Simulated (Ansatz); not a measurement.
## MoS2, space group P-3m1: a cleavage or sliding curve, step by step

Program: the Ansatz DFT code, driven from Python.

Interactive session:
```pycon
>>> import ansatz as az
>>> import numpy as np
>>> vectors0 = np.array([
...     [3.22746, 0.0, 0.0],
...     [-1.61373, 2.79507, 0.0],
...     [0.0, 0.0, 6.31247],
... ])
>>> sites = [
...     ("Mo", (0.0, 0.0, 0.5)),
...     ("S", (1 / 3, 2 / 3, 0.25532)),
...     ("S", (2 / 3, 1 / 3, 0.74468)),
... ]
>>> def make_crystal(cell):
...     crystal = az.Crystal(lattice=az.Lattice.of(cell))
...     for symbol, position in sites:
...         crystal = crystal.atom(symbol, position)
...     return crystal
...
>>> block = make_crystal(vectors0).supercell(1, 1, 1).resolved()
>>> cell0 = np.array(block.lattice.vectors)
>>> xyz = np.array([site.position for site in block.sites]) @ cell0
>>> normal = np.cross(cell0[0], cell0[1])
>>> area = np.linalg.norm(normal)
>>> normal *= np.sign(normal @ cell0[2]) / area
>>> # the atoms stay where they are; only the third vector changes
>>> energies = []
>>> for amount in [0, 1.0, 2.0, 3.0, 5.0]:
...     cell = cell0.copy()
...     cell[2] += amount * normal
...     moved = az.Crystal(lattice=az.Lattice.of(cell))
...     for site, fraction in zip(block.sites, xyz @ np.linalg.inv(cell)):
...         moved = moved.atom(site.symbol, fraction)
...     setup = (
...         moved.calculation()
...         .functional("lda")
...         .basis(470)
...         .occupations("fermi_dirac", width=0.15)
...         .kpoints(6, 6, 3)
...     )
...     energies.append(setup.run().report["free_energy_ev"])
...     print(f"gap {amount:4.2f} A: {(energies[-1] - energies[0]) / area * 16.02177:8.4f} J/m^2")
...
gap 0.00 A:   0.0000 J/m^2
gap 1.00 A:   0.1598 J/m^2
DeckWarning: crystal.lattice, of which some number shows no typed digit to judge by, misses the space group found at crystal.symmetry.tolerance 1.0e-5 by more than rounding, which is why this is a warning: the operation that it misses by the most changes a squared length by the fraction 4.74e-6, and from 1e-6 on that is taken for a strain and not for rounding. The run uses the lattice that is a [...]
gap 2.00 A:   0.2059 J/m^2
gap 3.00 A:   0.2146 J/m^2
gap 5.00 A:   0.2163 J/m^2
```

Caveats:
- Spin is left out of this run.
- This cell is a computed structure, which may not be the phase found in nature.
- Levels are Kohn-Sham eigenvalues on this mesh, without spin-orbit coupling.
- Warnings are shown shortened and without file and line.
- The atoms are held rigidly, so these energies lie above those of relaxed faces or faults.
- It ran for 11 s on 1 thread of Arm Neoverse N1, on a shared host, peak memory 0.4 GiB.

(Lines on the test bed's own set-up are left out of the output.)
